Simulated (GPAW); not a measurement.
Al2O3 (Corundum):

```
Al O
1.0
     2.38025    1.37424    4.33187
    -2.38025    1.37424    4.33187
     0.00000   -2.74848    4.33187
Al O
4 6
Cartesian
  0.0000 0.0000 11.0743
  0.0000 0.0000 8.4191
  0.0000 0.0000 1.9213
  0.0000 0.0000 4.5765
  -1.6503 -0.1099 5.4148
  0.7300 1.4841 5.4148
  0.9203 -1.3742 5.4148
  1.6503 0.1099 7.5808
  -0.7300 -1.4841 7.5808
  -0.9203 1.3742 7.5808
```

Base run:

| Property | Result |
| --- | --- |
| Program | GPAW 26.7.0 |
| Functional | LDA |
| Potentials or basis | the program's PAW data sets (release 1.2.1) made for this functional |
| Cutoff | 600 eV |
| Basis | pw |
| k mesh | 6 × 6 × 6 |
| Occupations | fermi-dirac, width 0.05 eV |
| Spin | no spin polarisation |

Its results: band gap on the k mesh 6.17 eV, direct.

Task: The run is repeated on the same cell with these changes: functional from LDA to TB-mBJ; potentials or basis from the program's PAW data sets (release 1.2.1) made for this functional to GPAW PAW data sets for LDA (gpaw-data 1.2.1); cutoff from 600 eV to 800 eV. What comes out?

Result: Band gap on the k mesh 8.19 eV, direct.

Caveats: a model potential gives levels but no total energy (some runs).

A k mesh can miss the band edges.

Not every run made on this cell is shown here.
